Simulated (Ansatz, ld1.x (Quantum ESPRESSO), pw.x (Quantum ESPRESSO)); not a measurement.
# From atom to crystal: PAW potential for Si (Z = 14)

```json
{
  "Element": "Si",
  "Generator": "ld1.x (Quantum ESPRESSO) 7.5",
  "Type": "PAW",
  "Functional": "PBE",
  "Relativity": "scalar-relativistic",
  "Frozen core": "[Ne]",
  "Valence charge": "4",
  "Reference configuration": "3s2 3p2",
  "Partial waves": "3s (bound): rcut 1.35, rcutus 1.45 bohr; 3s channel at 3.9 Ry: rcut 1.35, rcutus 1.45 bohr; 3p (bound): rcut 1.80, rcutus 3.24 bohr; 3p channel at 0.3 Ry: rcut 1.80, rcutus 3.24 bohr",
  "Local potential": "all-electron potential smoothed inside 2.00 bohr (lloc = -2)",
  "Core correction": "Bessel-smoothed model core, default radius (core density twice the valence density)",
  "Augmentation charge": "PSQ, inside the norm-conserving radii"
}
```

Atomic tests: cutoffs needed: 18 Ry and 21 Ry (the cutoffs (Ry, on a coarse ladder) from which the occupation-weighted sum of valence levels, in a spherical-Bessel basis at the reference potential, stays within 10 and 1 mRy of its value at 400 Ry); ghost test: no extra level below or beside the all-electron valence levels (s, p, d, f tested) (spherical-Bessel basis up to 400 Ry, 20 bohr box); configuration tests: test run stopped at test 4 of 7 (negative rho).

Crystal test: bcc Si in pw.x 7.5, no spin, 15³ k-points, Fermi–Dirac smearing 0.01 Ry, cutoffs 40/320 Ry. The reference is all-electron LAPW (Ansatz 0.2.0) with the same functional, mesh and smearing; V0 and B0 come from Birch–Murnaghan fits to the pressures at five volumes. Errors are pseudo minus all-electron; Δ is the rms difference of the E(V) curves that follow from these fits, minima aligned, over ±6 % about the mean V0. Mesh and smearing are coarse, so the numbers serve the comparison and aren't converged zero-temperature values; the lattice is a test structure that the element need not adopt.

All-electron: a0 = 3.083 Å (V0 = 14.65 Å³/atom), B0 = 93.0 GPa.

Task: How far does the potential miss the all-electron equation of state?

Result: mean pressure error (GPa): +10.36. The pressure does not cross zero within the volumes sampled, so no fit is given. The largest radius (3.24 bohr) exceeds half the bond length (2.52 bohr), so the spheres overlap, which is one possible source of error among others. This is a poor potential for the solid. Atomic configuration tests: test run stopped at test 4 of 7 (negative rho).

```tsv
V (Å³/atom)	P all-electron (GPa)	P pseudo (GPa)
13.863	5.77	18.02
14.228	2.88	14.08
14.593	0.35	10.61
14.958	-1.86	7.57
15.323	-3.80	4.88
```

Task: At the middle volume, how do free energy and pressure move when the wave cutoff is lowered (ecutrho held at 320 Ry)?

Result:

```tsv
cutoff (Ry)	shift of F (meV/atom)	shift of P (GPa)
18	+29.2	-1.80
24	+4.6	+0.00
32	+2.9	-0.07
```

The run at the middle volume (120 k-points, 7 iterations) took about 5.9 s on one core of a shared host (Neoverse-V2, 32 threads, 247 GiB, load 17).
